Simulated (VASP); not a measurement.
# H (I4/mmm) in VASP: a series of runs

The runs below take H through single point, with PBE.

All numbers are computed with VASP 6.6.1; they aren't measurements. Logs are shortened: lines on timing, memory, paths and dates and some standing lists are left out, and cuts for length are marked.

### 1 Starting point

Symmetry: I4/mmm, No. 139, tetragonal system. Conventional cell: a = 3.383 Å, b = 3.383 Å, c = 4.117 Å, α = 90.00°, β = 90.00°, γ = 90.00°. Around H (site symmetry 4mm) lie 1 H at 0.74 Å.

### 2 Single point, PBE

Input file INCAR:

```
SYSTEM = H
PREC = Accurate
ENCUT = 450
EDIFF = 1E-6
ISMEAR = 1
SIGMA = 0.02
LREAL = .False.
LASPH = .True.
NELM = 100
ALGO = Normal
ISIF = 2
LWAVE = .False.
LCHARG = .False.
GGA = PE
NBANDS = 8
ADDGRID = .False.
```

Input file KPOINTS:

```
regular mesh
0
Gamma
  6 6 6
  0 0 0
```

Input file POSCAR:

```
H
1.0
   -1.6915344700      1.6915344700      2.0584739900
    1.6915344700     -1.6915344700      2.0584739900
    1.6915344700      1.6915344700     -2.0584739900
H
2
Direct
    0.0901377100      0.0901377100      0.0000000000
    0.9098622900      0.9098622900      0.0000000000
```

Potentials or basis: VASP PAW PBE potentials, release 64 (H).

The run is started by

```console
$ cat potpaw_PBE.64/H/POTCAR > POTCAR
$ mpirun -np 1 vasp_std > vasp.out
```

OUTCAR:

```text
SYSTEM = H
   PREC = Accurate
   ENCUT = 450
   EDIFF = 1E-6
   ISMEAR = 1
   LREAL = .False.
   LASPH = .True.
   NELM = 100
   ISIF = 2
   GGA = PE

 Found     30 irreducible k-points:

 Following reciprocal coordinates:
            Coordinates               Weight
  0.000000  0.000000  0.000000      1.000000
  0.166667 -0.000000  0.000000      8.000000
  0.333333 -0.000000  0.000000      8.000000
  0.500000 -0.000000  0.000000      4.000000
  0.166667  0.166667  0.000000      8.000000
  0.333333  0.166667  0.000000     16.000000
   k-points           NKPTS =     30   k-points in BZ     NKDIM =     30   number of bands    NBANDS=      8
   number of dos      NEDOS =    301   number of ions     NIONS =      2
   total plane-waves  NPLWV =  13824
   dimension x,y,z NGX =    24 NGY =   24 NGZ =   24
   dimension x,y,z NGXF=    48 NGYF=   48 NGZF=   48
   ions per type =               2
   NGX,Y,Z   is equivalent  to a cutoff of  12.64, 12.64, 12.64 a.u.
   NGXF,Y,Z  is equivalent  to a cutoff of  25.29, 25.29, 25.29 a.u.
 SYSTEM =  H
   PREC   = accura    normal or accurate (medium, high low for compatibility)
   ISTART =      0    job   : 0-new  1-cont  2-samecut
   ICHARG =      2    charge: 1-file 2-atom 10-const
   ISPIN  =      1    spin polarized calculation?
   LNONCOLLINEAR =      F non collinear calculations
   LSORBIT =      F    spin-orbit coupling
   LASPH  =      T    aspherical Exc in radial PAW
   ENCUT  =  450.0 eV  33.07 Ry    5.75 a.u.   5.46  5.46  5.46*2*pi/ulx,y,z
   NELM   =    100;   NELMIN=  2; NELMDL= -5     # of ELM steps
   EDIFF  = 0.1E-05   stopping-criterion for ELM
   LREAL  =      F    real-space projection
   EDIFFG = 0.1E-04   stopping-criterion for IOM
   NSW    =      0    number of steps for IOM
   IBRION =     -1    ionic relax: 0-MD 1-quasi-New 2-CG
   NFREE  =      0    steps in history (QN), initial steepest desc. (CG)
   ISIF   =      2    stress and relaxation
   ISYM   =      2    0-nonsym 1-usesym 2-fastsym
   POTIM  = 0.5000    time-step for ionic-motion
   TEBEG  =    0.0;   TEEND  =   0.0 temperature during run
   PSTRESS=    0.0 pullay stress
   NELECT =       2.0000    total number of electrons
   NUPDOWN=      -1.0000    fix difference up-down
   EMIN   =  10.00;   EMAX   =-10.00  energy-range for DOS
   EFERMI =   0.00;   METHOD = LEGACY
   ISMEAR =     1;   SIGMA  =   0.02  broadening in eV -4-tet -1-fermi 0-gaus
   EFERMI_NEDOS =   21; number of points for ismear=-14 and -15
   IALGO  =     38    algorithm
   IMIX   =      4    mixing-type and parameters
     AMIX     =   0.40;   BMIX     =  1.00
     AMIX_MAG =   1.60;   BMIX_MAG =  1.00
  volume/ion in A,a.u.               =      11.78        79.49
  Fermi-wavevector in a.u.,A,eV,Ry     =   0.719497  1.359653  7.043413  0.517676
  Thomas-Fermi vector in A             =   1.808708
   LORBIT       =      0    0 simple, 1 ext, 2 COOP (PROOUT), +10 PAW based schemes
   GGA     = PE    functional components
   LHFCALC =     F    Hartree Fock is set to
   AEXX    =    0.0000 exact exchange contribution
   IVDW    =     0    specifies the selected vdW correction
   LEPSILON=     F    determine dielectric tensor
   LRPA    =     F    only Hartree local field effects (RPA)
 non-spin polarized calculation
 Methfessel and Paxton  Order N= 1 SIGMA  =   0.02
  energy-cutoff  :      450.00
  volume of cell :       23.56
 maximum number of plane-waves:       526
 NGX is ok and might be reduce to    24
   NGX = 11   NGY = 11   NGZ = 11

 number of electron       2.0000000 magnetization

 Free energy of the ion-electron system (eV)
  ---------------------------------------------------
  ext. energy  EPLUGINS =         0.00000000
  ---------------------------------------------------
  free energy    TOTEN  =        -6.77649549 eV

  energy without entropy =       -6.77649549  energy(sigma->0) =       -6.77649549

 E-fermi :  -8.0494     XC(G=0):  -5.3448

 val. band max:       -8.1528466842   @ k =   0.5000   0.5000   0.5000
 cond. band min:       0.7808719032   @ k =   0.5000  -0.0000   0.0000
 fundamental gap:      8.9337185874
 Fermi energy:        -8.0493917947

 k-point     1 :       0.0000    0.0000    0.0000
  band No.  band energies     occupation
      1     -10.5214      2.00000
      2       5.4488      0.00000
      3       8.9357      0.00000
      4      15.3798      0.00000
      5      15.3799      0.00000
      6      17.4505      0.00000
      7      17.4505      0.00000
      8      18.9858      0.00000

 k-point     2 :       0.1667   -0.0000    0.0000
  band No.  band energies     occupation
      1     -10.1961      2.00000
      2       4.0906      0.00000
      3       9.3899      0.00000
      4      12.8751      0.00000
      5      13.8738      0.00000
      6      17.7447      0.00000
      7      18.1987      0.00000
      8      18.5993      0.00000

 k-point     3 :       0.3333   -0.0000    0.0000
  band No.  band energies     occupation
      1      -9.4307      2.00000
      2       1.8608      0.00000
      3       9.2766      0.00000
      4      10.8961      0.00000
      5      12.5799      0.00000
      6      15.8253      0.00000
      7      17.2500      0.00000
      8      19.8267      0.00000

 k-point     4 :       0.5000   -0.0000    0.0000
  band No.  band energies     occupation
      1      -8.9615      2.00000
      2       0.7809      0.00000
      3       8.8101      0.00000
      4      10.6360      0.00000
      5      12.1601      0.00000
      6      15.0856      0.00000
      7      17.6921      0.00000
      8      18.0631      0.00000

 k-point     5 :       0.1667    0.1667    0.0000
  band No.  band energies     occupation
      1      -9.6794      2.00000
      2       2.5797      0.00000
      3       9.2460      0.00000
      4      10.5737      0.00000
      5      13.5844      0.00000
      6      16.5646      0.00000
      7      18.0486      0.00000
      8      20.3489      0.00000

 k-point     6 :       0.3333    0.1667    0.0000
  band No.  band energies     occupation
      1      -8.9967      2.00000
      2       1.3869      0.00000
      3       6.9095      0.00000
      4      10.2271      0.00000
      5      12.9279      0.00000
      6      16.1039      0.00000
      7      18.3935      0.00000
      8      20.7454      0.00000

 [... further k-points ...]

------------------------ aborting loop because EDIFF is reached ----------------------------------------

  FORCE on cell =-STRESS in cart. coord.  units (eV):
  Direction    XX          YY          ZZ          XY          YZ          ZX
  --------------------------------------------------------------------------------------
  -------------------------------------------------------------------------------------
  Total       -0.0131593     -0.0131593      0.1781890      0.0000000     -0.0000000      0.0000000
  in kB       -0.8949066     -0.8949066     12.1178202      0.0000000     -0.0000000      0.0000000
  external PRESSURE =       3.4426690 kB  Pullay stress =       0.0000000 kB

 VOLUME and BASIS-vectors are now :
 -----------------------------------------------------------------------------
  energy-cutoff  :      450.00
  volume of cell :       23.56
      direct lattice vectors                 reciprocal lattice vectors
    -1.691534470  1.691534470  2.058473990     0.000000000  0.295589602  0.242898381
     1.691534470 -1.691534470  2.058473990     0.295589602  0.000000000  0.242898381
     1.691534470  1.691534470 -2.058473990     0.295589602  0.295589602  0.000000000

 POSITION                                       TOTAL-FORCE (eV/Angst)
 -----------------------------------------------------------------------------------
      0.00000      0.00000      0.37109         0.000000      0.000000      0.274686
      0.00000      0.00000      3.74586        -0.000000     -0.000000     -0.274686
 -----------------------------------------------------------------------------------
    total drift:                               -0.000000      0.000000      0.000000

  FREE ENERGIE OF THE ION-ELECTRON SYSTEM (eV)
  ---------------------------------------------------
  free  energy   TOTEN  =        -6.7764954886 eV

  energy  without entropy=       -6.7764954886  energy(sigma->0) =       -6.77649549
```

Wall time 4.1 s (1 thread of Intel Xeon Platinum 8259CL at 2.50GHz (Skylake/Cascade Lake), shared host); peak memory 0.12 GiB.

The run converged, but some of its settings lie outside the range that counts as converged, so its numbers aren't taken as properties of the crystal.

Results:

```yaml
Free_energy: -6.7765 eV
Pressure: 0.3 GPa
Largest_force: 0.275 eV/Å
Band_gap_on_the_k_mesh: 8.93 eV, indirect (least direct gap 9.74 eV)
```

Caveat: the k mesh is coarse (spacing up to 0.44 Å⁻¹), so the values aren't converged.

### 3 Single point, PBE

Changes to INCAR since step 2:

```diff
@@ -1,3 +1,3 @@
 SYSTEM = H
-PREC = Accurate
+PREC = Low
 ENCUT = 450
@@ -5,3 +5,3 @@
 ISMEAR = 1
-SIGMA = 0.02
+SIGMA = 0.2
 LREAL = .False.
```

KPOINTS is that of step 2.

POSCAR is that of step 2.

Potentials or basis: VASP PAW PBE potentials, release 64 (H).

The run is started by

```console
$ cat potpaw_PBE.64/H/POTCAR > POTCAR
$ mpirun -np 1 vasp_std > vasp.out
```

Wall time 3.2 s (1 thread of Intel Xeon Platinum 8259CL at 2.50GHz (Skylake/Cascade Lake), shared host); peak memory 0.1 GiB.

The run converged, but some of its settings lie outside the range that counts as converged, so its numbers aren't taken as properties of the crystal.

Results:

* Free energy: -6.7762 eV
* Pressure: 0.4 GPa
* Largest force: 0.277 eV/Å
* Band gap on the k mesh: 8.93 eV, indirect (least direct gap 9.74 eV)

Caveat: the k mesh is coarse (spacing up to 0.44 Å⁻¹), so the values aren't converged.

### 4 For comparison

An earlier run on the cell as given: functional PBE; potentials or basis VASP PAW PBE potentials, release 64 (H); cutoff 520 eV; k mesh 11 × 11 × 11; occupations fermi-dirac, width 0.05 eV; no spin polarisation.

* Pressure: 0.6 GPa
* Largest force: 0.264 eV/Å
* Band gap on the k mesh: 9.05 eV, indirect (least direct gap 9.84 eV)
